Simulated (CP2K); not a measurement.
**Zn under changes of volume**

One of the cells (15.169 Å³/atom); the others are scaled copies at fixed shape and fractional positions:

```
Zn
1.0
     2.77861    0.00000    0.00000
     1.38931    2.40635    0.00000
     1.38931    0.80212    2.26873
Zn
1
Direct
  0.00000 0.00000 0.00000
```

This isn't the form of Zn at room conditions, which is hcp.

```yaml
Program: CP2K 2026.2
Functional: r2SCAN
Potentials_or_basis: POTENTIAL_UZH Zn GTH-SCAN-q12; TZVP-MOLOPT-SCAN-GTH basis
Density_cutoff: 9184 eV
k_mesh: 12 × 12 × 12
Occupations: fermi-dirac, width 0.0259 eV
Spin: no spin polarisation
```

| volume (Å³/atom) | energy over the lowest point (meV/atom) | pressure (GPa) |
| --- | --- | --- |
| 14.259 | 0.00 | -0.7 |
| 14.563 | 2.68 | -2.2 |
| 14.866 | 8.11 | -3.6 |
| 15.169 | ? | ? |
| 15.473 | 26.54 | -5.9 |
| 15.776 | 38.71 | -6.9 |
| 16.080 | 52.58 | -7.8 |

Q: What does the run at 15.169 Å³/atom give?

A: Energy over the lowest point 16.20 meV/atom; pressure -4.9 GPa.

Worked out: A Birch-Murnaghan fit of order 3 (a polynomial in V^(-2/3)) to the other rows has its minimum at 14.17 Å³/atom, just outside them, with B0 = V·E''(V) = 86 GPa and B' = 5.5. It gives 16.22 meV/atom at 15.169 Å³/atom, against the run's 16.20, and -dE/dV = -4.9 GPa, against -4.9.

Energies are extrapolated to zero smearing.

Caveats: the basis of atomic orbitals isn't converged, which shifts pressures, moduli and gaps.
